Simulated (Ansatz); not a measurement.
Ge: what symmetry allows forces and stress to be

```yaml
crystal:
  lattice:
    - [3.97764, 0.14251, 0.23986]
    - [-1.86540, 3.23095, 0.00000]
    - [0.39596, 0.22860, 6.42892]
  atoms:
    - { symbol: Ge, position: [0.65940, 0.32970, 0.06634] }
    - { symbol: Ge, position: [0.32956, 0.66478, 0.55782] }
    - { symbol: Ge, position: [0.66235, 0.33118, 0.44800] }
    - { symbol: Ge, position: [0.34868, 0.67434, 0.92784] }
```

Level of theory: DFT PBEsol, scalar-relativistic, plane waves, PAW (Ansatz 0.2.0).

Cutoff 420 eV; k points 12×12×6 on the computed 4-atom cell (Γ-centred); Gaussian smearing, width 0.10 eV; no spin polarisation.

This distorted cell has space group Cm, with 2 operations.

Problem. Without a calculation: in which directions can each atom feel a force?

Solution. A force must be left unchanged by every operation that keeps its atom in place, so it lies in the space that those operations leave fixed. Atoms that the group maps onto each other feel forces of one size.
```json
{"atom": "Ge1", "site symmetry": "m", "operations at the site": "2", "equivalent to atom": "1", "allowed force (Cartesian)": "in the plane normal to (-0.50, 0.87, 0.00)"}
{"atom": "Ge2", "site symmetry": "m", "operations at the site": "2", "equivalent to atom": "2", "allowed force (Cartesian)": "in the plane normal to (-0.50, 0.87, 0.00)"}
{"atom": "Ge3", "site symmetry": "m", "operations at the site": "2", "equivalent to atom": "3", "allowed force (Cartesian)": "in the plane normal to (-0.50, 0.87, 0.00)"}
{"atom": "Ge4", "site symmetry": "m", "operations at the site": "2", "equivalent to atom": "4", "allowed force (Cartesian)": "in the plane normal to (-0.50, 0.87, 0.00)"}
```

That leaves 8 independent force components of 12, tied by 2 conditions that the forces sum to zero, so 6 remain. A relaxation in this cell that keeps the symmetry moves the atoms in these directions alone.

Problem. And the stress tensor?

Solution. It must be invariant under the point group, which leaves 4 independent components. Linear relations between components hold in this frame.

Problem. Do the computed values obey this?

Solution. Yes. Forces (eV/Å):
```
Ge1  0.457  0.264 -0.038
Ge2 -1.481 -0.855  0.667
Ge3  1.464  0.845 -1.241
Ge4 -0.441 -0.254  0.611
```

Stress (GPa, compression positive, xx yy zz yz xz xy): 4.59 12.95 6.38 -3.27 -5.66 -7.24. The program imposes the same operations on density, forces and stress, so this confirms the analysis and is no independent test of the calculation.

This form isn't the element's structure at ambient conditions.